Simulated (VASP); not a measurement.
# PtSe (F-43m) in VASP: a series of runs

One crystal, PtSe, is run at these levels: PBE+U; tasks: single point.

Program: VASP 6.6.1. These are calculated values, not measurements. Logs are shortened: lines on timing, memory, paths and dates and some standing lists are left out, and cuts for length are marked.

## Step 1: The structure

It takes space group F-43m (No. 216, cubic). The conventional cell has a = 6.075 Å, b = 6.075 Å, c = 6.075 Å, α = 90.00°, β = 90.00°, γ = 90.00°. Around Pt (site symmetry -43m) lie 4 Se at 2.63 Å. Se (site symmetry -43m) has 4 Pt at 2.63 Å as nearest neighbours.

The cell comes from a database or a generator and needn't be the stable form of this composition.

## Step 2: Single point, PBE+U, collinear spin, random start

File INCAR:

```
SYSTEM = PtSe
PREC = Accurate ; ENCUT = 520
EDIFF = 1E-6 ; ISMEAR = 0
SIGMA = 0.05 ; LREAL = .False.
LASPH = .True. ; NELM = 100
ALGO = Fast ; ISIF = 2
LWAVE = .False. ; LCHARG = .False.
ISPIN = 2 ; MAGMOM = 0.12 0
LORBIT = 11 ; LMAXMIX = 4
LDAU = .True. ; LDAUTYPE = 2
LDAUL = 2 -1 ; LDAUU = 2 0
LDAUJ = 0 0 ; LDAUPRINT = 1
GGA = PE
```

File KPOINTS:

```
regular mesh
0
Gamma
  5 5 5
  0 0 0
```

File POSCAR:

```
PtSe
1.0
    0.0000000000      3.0374472300      3.0374472300
    3.0374472300      0.0000000000      3.0374472300
    3.0374472300      3.0374472300      0.0000000000
Pt Se
1 1
Direct
    0.0000000000      0.0000000000      0.0000000000
    0.2500000000      0.2500000000      0.2500000000
```

Potentials or basis: VASP PAW PBE potentials, release 64 (Pt, Se).

Command:

```bash
cat potpaw_PBE.64/Pt/POTCAR potpaw_PBE.64/Se/POTCAR > POTCAR
mpirun -np 1 vasp_std > vasp.out
```

OUTCAR:

```text
SYSTEM = PtSe
   PREC = Accurate
   ENCUT = 520
   EDIFF = 1E-6
   ISMEAR = 0
   LREAL = .False.
   LASPH = .True.
   NELM = 100
   ISIF = 2
   ISPIN = 2
   LORBIT = 11
   GGA = PE

 ion  position               nearest neighbor table
   1  0.000  0.000  0.000-   2 2.63   2 2.63   2 2.63   2 2.63
   2  0.250  0.250  0.250-   1 2.63   1 2.63   1 2.63   1 2.63

  LATTYP: Found a face centered cubic cell.
 ALAT       =     6.0748944600

  Lattice vectors:

 A1 = (   0.0000000000,   3.0374472300,   3.0374472300)
 A2 = (   3.0374472300,   0.0000000000,   3.0374472300)
 A3 = (   3.0374472300,   3.0374472300,   0.0000000000)

Analysis of symmetry for initial positions (statically):
=====================================================================
 Subroutine PRICEL returns:
 Original cell was already a primitive cell.

 Routine SETGRP: Setting up the symmetry group for a
 face centered cubic supercell.

 Subroutine GETGRP returns: Found 24 space group operations
 (whereof 24 operations were pure point group operations)
 out of a pool of 48 trial point group operations.

The static configuration has the point symmetry T_d .

Analysis of symmetry for dynamics (positions and initial velocities):
=====================================================================
 Subroutine PRICEL returns:
 Original cell was already a primitive cell.

 Routine SETGRP: Setting up the symmetry group for a
 face centered cubic supercell.

 Subroutine GETGRP returns: Found 24 space group operations
 (whereof 24 operations were pure point group operations)
 out of a pool of 48 trial point group operations.

The dynamic configuration has the point symmetry T_d .

Analysis of structural, dynamic, and magnetic symmetry:
=====================================================================
 Subroutine PRICEL returns:
 Original cell was already a primitive cell.

 Routine SETGRP: Setting up the symmetry group for a
 face centered cubic supercell.

 Subroutine GETGRP returns: Found 24 space group operations
 (whereof 24 operations were pure point group operations)
 out of a pool of 48 trial point group operations.

The overall configuration has the point symmetry T_d .

 Subroutine INISYM returns: Found 24 space group operations
 (whereof 24 operations are pure point group operations),
 and found     1 'primitive' translations

----------------------------------------------------------------------------------------

                                     Primitive cell

  volume of cell :      56.0475

  direct lattice vectors                    reciprocal lattice vectors
     0.000000000  3.037447230  3.037447230    -0.164611913  0.164611913  0.164611913
     3.037447230  0.000000000  3.037447230     0.164611913 -0.164611913  0.164611913
     3.037447230  3.037447230  0.000000000     0.164611913  0.164611913 -0.164611913

  length of vectors
     4.295599068  4.295599068  4.295599068     0.285116197  0.285116197  0.285116197

  position of ions in fractional coordinates (direct lattice)
     0.000000000  0.000000000  0.000000000
     0.250000000  0.250000000  0.250000000

  ion indices of the primitive-cell ions
   primitive index   ion index
                 1           1
                 2           2

----------------------------------------------------------------------------------------

 KPOINTS: regular mesh

Automatic generation of k-mesh.
 Grid dimensions read from file:
 generate k-points for:    5    5    5

 Generating k-lattice:

  Cartesian coordinates                     Fractional coordinates (reciprocal lattice)
    -0.032922383  0.032922383  0.032922383     0.200000000  0.000000000  0.000000000
     0.032922383 -0.032922383  0.032922383     0.000000000  0.200000000  0.000000000
[... 82 lines left out ...]
  volume of cell :       56.05
 maximum number of plane-waves:      1524
   NGX = 15   NGY = 15   NGZ = 15

atom =   1  type =  1  l = 2

 onsite density matrix

spin component  1

  0.7942 -0.0000 -0.0000 -0.0000 -0.0000
 -0.0000  0.7942  0.0000 -0.0000 -0.0000
 -0.0000  0.0000  0.8816  0.0000 -0.0000
 -0.0000 -0.0000  0.0000  0.7942  0.0000
 -0.0000 -0.0000 -0.0000  0.0000  0.8816

spin component  2

  0.7924 -0.0000 -0.0000 -0.0000 -0.0000
 -0.0000  0.7924  0.0000 -0.0000 -0.0000
 -0.0000  0.0000  0.8810  0.0000 -0.0000
 -0.0000 -0.0000  0.0000  0.7924  0.0000
 -0.0000 -0.0000 -0.0000  0.0000  0.8810

 occupancies and eigenvectors

  o =  0.7924  v =  0.0000  0.0000  0.0000  0.0000  0.0000  1.0000  0.0000  0.0000  0.0000  0.0000      0.0000  0.0000  0.0000  0.0000  0.0000  0.0000  0.0000  0.0000  0.0000  0.0000
  o =  0.7924  v =  0.0000  0.0000  0.0000  0.0000  0.0000  0.0000  0.3417 -0.0000  0.9398 -0.0000      0.0000  0.0000  0.0000  0.0000  0.0000  0.0000  0.0000  0.0000  0.0000  0.0000
  o =  0.7924  v =  0.0000  0.0000  0.0000  0.0000  0.0000  0.0000  0.9398 -0.0000 -0.3417 -0.0000      0.0000  0.0000  0.0000  0.0000  0.0000  0.0000  0.0000  0.0000  0.0000  0.0000
  o =  0.7942  v =  0.0000  0.9834  0.0000 -0.1812  0.0000  0.0000  0.0000  0.0000  0.0000  0.0000      0.0000  0.0000  0.0000  0.0000  0.0000  0.0000  0.0000  0.0000  0.0000  0.0000
  o =  0.7942  v =  1.0000  0.0000  0.0000  0.0000  0.0000  0.0000  0.0000  0.0000  0.0000  0.0000      0.0000  0.0000  0.0000  0.0000  0.0000  0.0000  0.0000  0.0000  0.0000  0.0000
  o =  0.7942  v =  0.0000  0.1812  0.0000  0.9834  0.0000  0.0000  0.0000  0.0000  0.0000  0.0000      0.0000  0.0000  0.0000  0.0000  0.0000  0.0000  0.0000  0.0000  0.0000  0.0000
  o =  0.8810  v =  0.0000  0.0000  0.0000  0.0000  0.0000  0.0000 -0.0000 -0.6951 -0.0000 -0.7189      0.0000  0.0000  0.0000  0.0000  0.0000  0.0000  0.0000  0.0000  0.0000  0.0000
  o =  0.8810  v =  0.0000  0.0000  0.0000  0.0000  0.0000  0.0000 -0.0000 -0.7189  0.0000  0.6951      0.0000  0.0000  0.0000  0.0000  0.0000  0.0000  0.0000  0.0000  0.0000  0.0000
  o =  0.8816  v =  0.0000  0.0000 -0.8834  0.0000  0.4686  0.0000  0.0000  0.0000  0.0000  0.0000      0.0000  0.0000  0.0000  0.0000  0.0000  0.0000  0.0000  0.0000  0.0000  0.0000
  o =  0.8816  v =  0.0000  0.0000 -0.4686  0.0000 -0.8834  0.0000  0.0000  0.0000  0.0000  0.0000      0.0000  0.0000  0.0000  0.0000  0.0000  0.0000  0.0000  0.0000  0.0000  0.0000

 number of electron      16.0000002 magnetization       0.0124810

 Free energy of the ion-electron system (eV)
  ---------------------------------------------------
  ext. energy  EPLUGINS =         0.00000000
  ---------------------------------------------------
  free energy    TOTEN  =        -7.63292821 eV

  energy without entropy =       -7.62810563  energy(sigma->0) =       -7.63051692

 E-fermi :   2.8630     XC(G=0):  -9.1094

 val. band max:        2.7646192216   @ k =   0.2000   0.2000   0.0000
 cond. band min:       2.8863690039   @ k =   0.4000   0.2000   0.0000
 fundamental gap:      0.1217497823
 Fermi energy:         2.8630155552

 spin component 1

 k-point     1 :       0.0000    0.0000    0.0000
  band No.  band energies     occupation
      1     -10.6914      1.00000
      2      -1.5493      1.00000
      3      -1.5493      1.00000
      4      -1.5493      1.00000
      5       0.4423      1.00000
      6       0.4423      1.00000
      7       3.3695      0.00000
      8       4.5018      0.00000
      9       4.5018      0.00000
     10       4.5018      0.00000
     11       9.6155      0.00000
     12       9.6155      0.00000
[... 121 lines left out ...]
 k-point    10 :      -0.4000    0.4000    0.2000
  band No.  band energies     occupation
      1     -10.1846      1.00000
      2      -1.8401      1.00000
      3      -1.3399      1.00000
      4      -0.8427      1.00000
      5       0.4510      1.00000
      6       0.5231      1.00000
      7       1.2482      1.00000
      8       1.6327      1.00000
      9       2.6506      1.00000
     10       7.5357      0.00000
     11       8.8167      0.00000
     12       9.8562      0.00000
 Fermi energy:         2.8630155552

 spin component 2

 k-point     1 :       0.0000    0.0000    0.0000
  band No.  band energies     occupation
      1     -10.6881      1.00000
      2      -1.5431      1.00000
      3      -1.5431      1.00000
      4      -1.5431      1.00000
      5       0.4471      1.00000
      6       0.4471      1.00000
      7       3.3726      0.00000
      8       4.5084      0.00000
      9       4.5084      0.00000
     10       4.5084      0.00000
     11       9.6181      0.00000
     12       9.6181      0.00000
[... 121 lines left out ...]
 k-point    10 :      -0.4000    0.4000    0.2000
  band No.  band energies     occupation
      1     -10.1811      1.00000
      2      -1.8366      1.00000
      3      -1.3354      1.00000
      4      -0.8372      1.00000
      5       0.4577      1.00000
      6       0.5287      1.00000
      7       1.2554      1.00000
      8       1.6394      1.00000
      9       2.6565      1.00000
     10       7.5396      0.00000
     11       8.8200      0.00000
     12       9.8589      0.00000

------------------------ aborting loop because EDIFF is reached ----------------------------------------

  FORCE on cell =-STRESS in cart. coord.  units (eV):
  Direction    XX          YY          ZZ          XY          YZ          ZX
  --------------------------------------------------------------------------------------
  -------------------------------------------------------------------------------------
  Total       -3.9588504     -3.9588504     -3.9588504     -0.0000000      0.0000000     -0.0000000
  in kB     -113.1679495   -113.1679495   -113.1679495     -0.0000000      0.0000000     -0.0000000
  external PRESSURE =    -113.1679495 kB  Pullay stress =       0.0000000 kB

 VOLUME and BASIS-vectors are now :
 -----------------------------------------------------------------------------
  energy-cutoff  :      520.00
  volume of cell :       56.05
      direct lattice vectors                 reciprocal lattice vectors
     0.000000000  3.037447230  3.037447230    -0.164611913  0.164611913  0.164611913
     3.037447230  0.000000000  3.037447230     0.164611913 -0.164611913  0.164611913
     3.037447230  3.037447230  0.000000000     0.164611913  0.164611913 -0.164611913

 POSITION                                       TOTAL-FORCE (eV/Angst)
 -----------------------------------------------------------------------------------
      0.00000      0.00000      0.00000         0.000000      0.000000      0.000000
      1.51872      1.51872      1.51872        -0.000000     -0.000000     -0.000000
 -----------------------------------------------------------------------------------
    total drift:                               -0.000000     -0.000000     -0.000000

  FREE ENERGIE OF THE ION-ELECTRON SYSTEM (eV)
  ---------------------------------------------------
  free  energy   TOTEN  =        -7.6329282142 eV

  energy  without entropy=       -7.6281056315  energy(sigma->0) =       -7.63051692

 total charge

# of ion       s       p       d       tot
------------------------------------------
    1        0.554   0.306   8.238   9.097
    2        1.483   2.093   0.062   3.638
--------------------------------------------------
tot          2.037   2.399   8.300  12.736

 magnetization (x)

# of ion       s       p       d       tot
------------------------------------------
    1        0.000   0.001   0.006   0.007
    2        0.000   0.002   0.000   0.002
--------------------------------------------------
tot          0.001   0.003   0.007   0.010
```

It took 13 s on 1 thread of Intel Xeon 6975P-C (Granite Rapids), shared host; peak memory 0.19 GiB.

Results:

* Free energy: -7.6329 eV
* Pressure: -11.3 GPa
* Band gap on the k mesh: none (metal or under the smearing width)
* Net moment: 0.01 μB per cell
* Valence electrons inside the program's atomic spheres: Pt 9.10; Se 3.64

Eigenvalues of the final occupation matrices:
```
    site  spin  trace               eigenvalues
site 1 d     1   4.15  0.79 0.79 0.79 0.88 0.88
site 1 d     2   4.14  0.79 0.79 0.79 0.88 0.88
```

(Continued in part 2 of 2.)
